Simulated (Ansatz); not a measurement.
CuO:

```
CELL_PARAMETERS angstrom
3.17550 0.00000 0.00000
0.00000 3.17550 0.00000
0.00000 0.00000 4.64953
ATOMIC_POSITIONS crystal
Cu 0.00000 0.00000 0.00000
Cu 0.50000 0.50000 0.00000
O 0.50000 0.00000 0.26700
O 0.00000 0.50000 0.73300
```

The cell was built by a generator and needn't be a form met in nature.

| Item | Value |
| --- | --- |
| Program | Ansatz 0.2.0 |
| Task | relaxation of cell and atoms |
| Functional | LDA |
| Potentials or basis | all-electron LAPW, scalar-relativistic |
| Basis error allowed | 0.002 eV/atom |
| k mesh | 6 × 6 × 5 |
| Occupations | fermi-dirac, width 0.05 eV |
| Spin | no spin polarisation |

At the start: volume 11.72 Å³/atom.

Q: How do energy, volume and symmetry change on relaxing?

A: Over 19 steps the energy falls by 692.5 meV/atom and the volume is 11.19 Å³/atom (-4.5 %); space group P4/mmm (No. 123, to 0.05 Å).

The path:
```tsv
step	energy change (eV)	largest force (eV/Å)	volume (Å³)
1	0.0000	1.6883	46.88
2	-0.5284	1.3730	47.20
3	-1.0401	0.8596	47.47
4	-1.4642	0.6781	48.73
5	-1.6893	0.6281	47.83
6	-1.9460	0.7690	46.52
7	-2.2455	0.9377	45.06
8	-2.5584	0.8018	43.03
9	-2.7070	0.3594	43.30
10	-2.7208	0.0105	42.79
11	-2.7607	0.0217	45.57
12	-2.7628	0.0149	45.09
13	-2.7634	0.0086	45.06
14	-2.7639	0.0035	44.94
15	-2.7640	0.0001	44.98
16	-2.7640	0.0000	44.91
17	-2.7701	0.0000	44.91
18	-2.7702	0.0000	44.77
19	-2.7702	0.0000	44.77
```

Final structure:
```cif
data_structure
_symmetry_space_group_name_H-M 'P 1'
_symmetry_Int_Tables_number 1
_cell_length_a 3.7954
_cell_length_b 3.7954
_cell_length_c 3.1077
_cell_angle_alpha 90.000
_cell_angle_beta 90.000
_cell_angle_gamma 90.000
_cell_volume 44.77
loop_
_atom_site_label
_atom_site_type_symbol
_atom_site_fract_x
_atom_site_fract_y
_atom_site_fract_z
_atom_site_occupancy
Cu1 Cu 0.00000 0.00000 0.00000 1
Cu2 Cu 0.50000 0.50000 0.00000 1
O1 O 0.50000 0.00000 0.99996 1
O2 O 0.00000 0.50000 0.00004 1
```

Caveat: the k mesh is thin for a metal, which can move the energy by tens of meV per atom; the run has no spin polarisation, though such a crystal can be magnetic.
